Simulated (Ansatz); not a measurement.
# MgS (Niningerite) (Fm-3m) in Ansatz: further runs

Runs on MgS (Niningerite). Level: PBEsol. Tasks: single point.

Program: Ansatz 0.2.0. These are calculated values, not measurements. Logs are shortened: lines on timing, memory, paths and dates and some standing lists are left out, and cuts for length are marked.

## (1) The crystal as given

The structure is cubic, space group Fm-3m (No. 225). The conventional cell has a = 5.203 Å, b = 5.203 Å, c = 5.203 Å, α = 90.00°, β = 90.00°, γ = 90.00°. S (site symmetry m-3m) has 6 Mg at 2.60 Å as nearest neighbours. Mg (site symmetry m-3m) has 6 S at 2.60 Å as nearest neighbours.

## (2) Single point, PBEsol, 16.55 Å³/atom (volume scaled by 0.94)

Contents of input.yaml:

```yaml
crystal:
  lattice:
    - [0.0, 2.5485401997, 2.5485401997]
    - [2.5485401997, 0.0, 2.5485401997]
    - [2.5485401997, 2.5485401997, 0.0]
  atoms:
    - { symbol: S, position: [0.5, 0.5, 0.5] }
    - { symbol: Mg, position: [0.0, 0.0, 0.0] }
kpoints:
  mp_grid: { grid: [9, 9, 9] }
scf:
  occupations: { method: fermi_dirac, width: 0.05 }
hamiltonian:
  xc: pbesol
  pseudopotentials: { kind: all_electron, lapw: { basis_error: 0.0005 } }
output:
  forces: true
  stress: true
  eigenvalues: true
```

Potentials or basis: all-electron LAPW, scalar-relativistic.

The run is started by

```
$ ansatz run input.yaml --threads 1 --pin off --max-ram 3072MiB --backend cpu --events-out ev --progress --plain --runs-dir out
```

Log:

```text
Warning: RAYON_NUM_THREADS=1 ignored (pool sized by the plan → 1); use --threads N
LAPW: plane waves up to 7.407 Å⁻¹, error target 5.0e-4 eV per atom; small_component_spin mean_spin; Mg in spheres of 1.300 Å, 10 of its electrons in bands, Dirac shells []; S in spheres of 1.249 Å, 14 of its electrons in bands, Dirac shells [] (how accurate: hamiltonian.pseudopotentials.lapw.basis_error, Limitations)
Engine: ansatz 0.2.0, x86_64-unknown-linux-gnu
Pseudopotentials: kind: all_electron
Pseudopotential: S, LAPW, valence charge 14, lapw/all_electron/scalar/gaussian/S, Koelling and Harmon's equation, gaussian nucleus
Pseudopotential: Mg, LAPW, valence charge 10, lapw/all_electron/scalar/gaussian/Mg, Koelling and Harmon's equation, gaussian nucleus
Functional definition: PBEsol
  exchange = pbesol_x
  correlation = pbesol_c
Crystal: 2 atoms, lattice volume = 33.106 Å³
Basis set: ecut = 209.0478958875161 eV, 259 PW (Γ), exchange–correlation at level 2
Bands: 16, of which v1, the nominal top of the filled ones, is band 12 counted from 1 (11 counted from 0)
Symmetry: 48 space group operations
Space group: Fm-3m (ITA 225), of the structure as read, at distance tolerance 3.2e-5 Å
k-points: 35 of 729
Non-local potential: S, projectors of the file, none
Non-local potential: Mg, projectors of the file, none
Initial density: superposition of atomic densities (chi_scale 0.1, normalization cell, long waves kept (reshape's long-wave potential 0.00 eV rms))
Initial wavefunctions: plane waves of lowest kinetic energy (no species holds an atomic orbital)
Functional: x = pbesol(κ = 0.804, μ = 0.12345679012345678), c = pbesol(β = 0.046)
iter 1 solved again at ethr=3.50e-3 eV; its pass at ethr=1.00e-1 eV (dr2=8.40e-1 eV) is discarded
SCF iter   1: F=—  HF=-16288.463976 eV  |F-HF|=—  |Δ(HF+E_count)|=         —  Δρ=3.91e-2  dr2=8.40e-1  ethr=3.50e-3  ⟨swp⟩=2.0  Hψ=3926  notcnv=0
preconditioner: auto → none  [insulator: Δε(μ)=3.820 eV  Ē_g=12.454 eV  σ=0.050 eV  W_gap=1.00  n_scr=14 (ndim 8)  ℏωp=18.3 eV  f_vac=0.000  D(μ)=0.00/eV (n_scr^D=0)  ε∞_Penn≈3.1]
iter 2 solved again at ethr=8.64e-5 eV; its pass at ethr=3.50e-3 eV (dr2=2.07e-2 eV) is discarded
SCF iter   2: F=—  HF=-16288.120211 eV  |F-HF|=—  |Δ(HF+E_count)|=   3.44e-1  Δρ=7.78e-3  dr2=2.07e-2  ethr=8.64e-5  ⟨swp⟩=2.0  Hψ=2934  notcnv=0
SCF iter   3: F=—  HF=-16288.114750 eV  |F-HF|=—  |Δ(HF+E_count)|=         —  Δρ=3.94e-3  dr2=6.19e-3  ethr=8.62e-5  ⟨swp⟩=2.0  Hψ=1541  notcnv=0
the basis was enlarged: its passes take 402.3 KiB over the memory plan, 1 of 1 planned eigensolver slots
SCF iter   4: F=—  HF=-16288.114934 eV  |F-HF|=—  |Δ(HF+E_count)|=   1.84e-4  Δρ=2.78e-4  dr2=1.66e-5  ethr=2.58e-5  ⟨swp⟩=2.0  Hψ=1607  notcnv=0
SCF iter   5: F=—  HF=-16288.114951 eV  |F-HF|=—  |Δ(HF+E_count)|=   1.70e-5  Δρ=3.62e-5  dr2=2.86e-7  ethr=6.94e-8  ⟨swp⟩=2.5  Hψ=1575  notcnv=0
SCF iter   6: F=-16288.114951 eV  HF=-16288.114951 eV  |F-HF|=1.97e-8  |Δ(HF+E_count)|=   6.50e-8  Δρ=6.47e-6  dr2=1.12e-8  ethr=1.19e-9  ⟨swp⟩=2.5  Hψ=1563  notcnv=0
SCF 1 converged in 6 iterations: F = -16288.114951 eV  dr2 = 1.12e-8
SCF converged after 6 iterations
Free energy (F): -16288.114951 eV
Harris-Foulkes:  -16288.114951 eV  (|F-HF|=1.97e-8)
Internal energy: -16288.114951 eV  (E = F + TS)
E sigma→0 (E₀):  -16288.114951 eV
Fermi energy:    8.892885 eV
--- Per-component energies (eV) ---
  E_band       = -1552.829395
  E_kinetic    = 16341.355750
  E_xc         = -1118.540140
  E_electrostatic = -31510.930560  (all electrons and nuclei)
  E_smearing   = -0.000000  (= −TS)
  E_closure    = 0.000000  (closes the sum)
  E_atoms      = -16279.094668  (free atoms, spherical and without spin; not in F)
  Σ components = -16288.114951   (vs F -16288.114951, Δ=0.00e0)
  Basis errors (estimates in eV, not in F): energy 1.7e-4 per atom: plane waves 1.6e-4 (8.7e-5 summed), levels above the bands 3.4e-64, relativity 1.1e-8, radial functions 1.8e-5, core shells 2.7e-15; eigenvalues (radial functions only) 2.9e-6; not estimated: angular momenta, meshes, grids; target (lapw.basis_error) 5.0e-4; muffin-tin radii Mg 1.300 Å, S 1.249 Å
--- Forces (eV/Å), atoms counted from 1 ---
  atom   1  S      0.00000000     0.00000000     0.00000000
  atom   2  Mg     0.00000000    -0.00000000     0.00000000
  max |Σ_I F_I| component: 1.83e-31 eV/Å
--- Stress (GPa, compression-positive) ---
        4.259540      -0.000000       0.000000
       -0.000000       4.259540      -0.000000
        0.000000      -0.000000       4.259540
  P = ⅓ Tr σ = 4.2595 GPa (42.595 kbar)
--- Band table (eV; the first three rows and the last of 35) ---
  k-point 0: bands = ["-196.0192", "-141.0602", "-141.0602", "-141.0602", "-66.8207", "-33.7678", "-33.7678", "-33.7678", "-5.6405", "7.4095", "7.4095", "7.4095", "11.5042", "15.1704", "15.1704", "15.1704"]
  k-point 1: bands = ["-196.0192", "-141.0602", "-141.0602", "-141.0602", "-66.8207", "-33.7689", "-33.7680", "-33.7680", "-5.5063", "6.4945", "7.3154", "7.3154", "12.1702", "14.9228", "15.4094", "15.4094"]
  k-point 2: bands = ["-196.0192", "-141.0602", "-141.0602", "-141.0602", "-66.8205", "-33.7717", "-33.7683", "-33.7683", "-5.1316", "4.8224", "7.0985", "7.0985", "12.5141", "15.3169", "15.3169", "15.5840"]
  k-point 34: bands = ["-196.0192", "-141.0602", "-141.0602", "-141.0602", "-66.8201", "-33.7742", "-33.7731", "-33.7711", "-3.7081", "3.5343", "4.1310", "5.0941", "12.7561", "14.6906", "15.1612", "16.6297"]
```

It took 4.5 s on 1 thread of Intel Xeon Platinum 8375C at 2.90GHz (Ice Lake), shared host; peak memory 0.3 GiB.

Results:

```yaml
Free_energy: -16288.1150 eV
Pressure: 4.3 GPa
Band_gap_on_the_k_mesh: 2.96 eV, indirect (least direct gap 4.09 eV)
```

Caveat: an odd mesh through Γ misses points on the zone boundary, where band edges often lie.

## (3) Single point, PBEsol, 16.91 Å³/atom (volume scaled by 0.96)

Edit input.yaml of step 2 so:

```diff
@@ -2,5 +2,5 @@
   lattice:
-    - [0.0, 2.5485401997, 2.5485401997]
-    - [2.5485401997, 0.0, 2.5485401997]
-    - [2.5485401997, 2.5485401997, 0.0]
+    - [0.0, 2.5664882573, 2.5664882573]
+    - [2.5664882573, 0.0, 2.5664882573]
+    - [2.5664882573, 2.5664882573, 0.0]
   atoms:
```

Potentials or basis: all-electron LAPW, scalar-relativistic.

The run is started by

```
$ ansatz run input.yaml --threads 1 --pin off --max-ram 3072MiB --backend cpu --events-out ev --progress --plain --runs-dir out
```

Run time: 3.9 s. Hardware: 1 thread of Intel Xeon Platinum 8375C at 2.90GHz (Ice Lake), shared host; peak memory 0.29 GiB.

Results (log left out):

| Quantity | Value |
| --- | --- |
| Free energy | -16288.1294 eV |
| Pressure | 2.3 GPa |
| Band gap on the k mesh | 2.92 eV, indirect (least direct gap 3.92 eV) |

Caveat: an odd mesh through Γ misses points on the zone boundary, where band edges often lie.

## (4) Single point, PBEsol, 17.26 Å³/atom (volume scaled by 0.98)

Edit input.yaml of step 3 so:

```diff
@@ -2,5 +2,5 @@
   lattice:
-    - [0.0, 2.5664882573, 2.5664882573]
-    - [2.5664882573, 0.0, 2.5664882573]
-    - [2.5664882573, 2.5664882573, 0.0]
+    - [0.0, 2.5841887356, 2.5841887356]
+    - [2.5841887356, 0.0, 2.5841887356]
+    - [2.5841887356, 2.5841887356, 0.0]
   atoms:
```

The run is started by

```
$ ansatz run input.yaml --threads 1 --pin off --max-ram 3072MiB --backend cpu --events-out ev --progress --plain --runs-dir out
```

It took 3.9 s on 1 thread of Intel Xeon Platinum 8375C at 2.90GHz (Ice Lake), shared host; peak memory 0.29 GiB.

The run converged. Its results:

| Property | Result |
| --- | --- |
| Free energy | -16288.1358 eV |
| Pressure | 0.6 GPa |
| Band gap on the k mesh | 2.87 eV, indirect (least direct gap 3.75 eV) |

Caveat: an odd mesh through Γ misses points on the zone boundary, where band edges often lie.

## (5) Single point, PBEsol, 17.61 Å³/atom

Edit input.yaml of step 4 so:

```diff
@@ -2,5 +2,5 @@
   lattice:
-    - [0.0, 2.5841887356, 2.5841887356]
-    - [2.5841887356, 0.0, 2.5841887356]
-    - [2.5841887356, 2.5841887356, 0.0]
+    - [0.0, 2.60165, 2.60165]
+    - [2.60165, 0.0, 2.60165]
+    - [2.60165, 2.60165, 0.0]
   atoms:
```

The run is started by

```
$ ansatz run input.yaml --threads 1 --pin off --max-ram 3072MiB --backend cpu --events-out ev --progress --plain --runs-dir out
```

It took 4.4 s on 1 thread of Intel Xeon Platinum 8375C at 2.90GHz (Ice Lake), shared host; peak memory 0.27 GiB.

It converged, with:

```yaml
Free_energy: -16288.1349 eV
Pressure: -1.0 GPa
Band_gap_on_the_k_mesh: 2.83 eV, indirect (least direct gap 3.59 eV)
```

Caveat: an odd mesh through Γ misses points on the zone boundary, where band edges often lie.

## (6) Single point, PBEsol, 17.96 Å³/atom (volume scaled by 1.02)

Edit input.yaml of step 5 so:

```diff
@@ -2,5 +2,5 @@
   lattice:
-    - [0.0, 2.60165, 2.60165]
-    - [2.60165, 0.0, 2.60165]
-    - [2.60165, 2.60165, 0.0]
+    - [0.0, 2.6188799723, 2.6188799723]
+    - [2.6188799723, 0.0, 2.6188799723]
+    - [2.6188799723, 2.6188799723, 0.0]
   atoms:
```

Potentials or basis: all-electron LAPW, scalar-relativistic.

The run is started by

```
$ ansatz run input.yaml --threads 1 --pin off --max-ram 3072MiB --backend cpu --events-out ev --progress --plain --runs-dir out
```

Run time: 5.7 s. Hardware: 1 thread of Intel Xeon Platinum 8375C at 2.90GHz (Ice Lake), shared host; peak memory 0.3 GiB.

The run converged. Its results:

| Item | Value |
| --- | --- |
| Free energy | -16288.1276 eV |
| Pressure | -2.4 GPa |
| Band gap on the k mesh | 2.79 eV, indirect (least direct gap 3.44 eV) |

Caveat: an odd mesh through Γ misses points on the zone boundary, where band edges often lie.

## (7) Single point, PBEsol, 18.31 Å³/atom (volume scaled by 1.04)

Edit input.yaml of step 6 so:

```diff
@@ -2,5 +2,5 @@
   lattice:
-    - [0.0, 2.6188799723, 2.6188799723]
-    - [2.6188799723, 0.0, 2.6188799723]
-    - [2.6188799723, 2.6188799723, 0.0]
+    - [0.0, 2.6358861629, 2.6358861629]
+    - [2.6358861629, 0.0, 2.6358861629]
+    - [2.6358861629, 2.6358861629, 0.0]
   atoms:
```

The run is started by

```
$ ansatz run input.yaml --threads 1 --pin off --max-ram 3072MiB --backend cpu --events-out ev --progress --plain --runs-dir out
```

It took 4.1 s on 1 thread of Intel Xeon Platinum 8375C at 2.90GHz (Ice Lake), shared host; peak memory 0.3 GiB.

The run converged. Its results:

```yaml
Free_energy: -16288.1143 eV
Pressure: -3.6 GPa
Band_gap_on_the_k_mesh: 2.75 eV, indirect (least direct gap 3.30 eV)
```

Caveat: an odd mesh through Γ misses points on the zone boundary, where band edges often lie.

## (8) Single point, PBEsol, 18.67 Å³/atom (volume scaled by 1.06)

Edit input.yaml of step 7 so:

```diff
@@ -2,5 +2,5 @@
   lattice:
-    - [0.0, 2.6358861629, 2.6358861629]
-    - [2.6358861629, 0.0, 2.6358861629]
-    - [2.6358861629, 2.6358861629, 0.0]
+    - [0.0, 2.6526756995, 2.6526756995]
+    - [2.6526756995, 0.0, 2.6526756995]
+    - [2.6526756995, 2.6526756995, 0.0]
   atoms:
```

The run is started by

```
$ ansatz run input.yaml --threads 1 --pin off --max-ram 3072MiB --backend cpu --events-out ev --progress --plain --runs-dir out
```

Wall time 4.1 s (1 thread of Intel Xeon Platinum 8375C at 2.90GHz (Ice Lake), shared host); peak memory 0.27 GiB.

It converged, with:

| Property | Result |
| --- | --- |
| Free energy | -16288.0957 eV |
| Pressure | -4.8 GPa |
| Band gap on the k mesh | 2.71 eV, indirect (least direct gap 3.16 eV) |

Caveat: an odd mesh through Γ misses points on the zone boundary, where band edges often lie.

## (9) The reference run

An earlier run on the cell as given: functional PBEsol; potentials or basis all-electron LAPW, scalar-relativistic; cutoff 184 eV (chosen from the basis error); basis error allowed 0.001 eV/atom; k mesh 9 × 9 × 9; occupations fermi-dirac, width 0.05 eV; no spin polarisation.

- Pressure: -1.0 GPa
- Band gap on the k mesh: 2.83 eV, indirect (least direct gap 3.59 eV)
- Loewdin charges: S -1.27; Mg +1.44 e
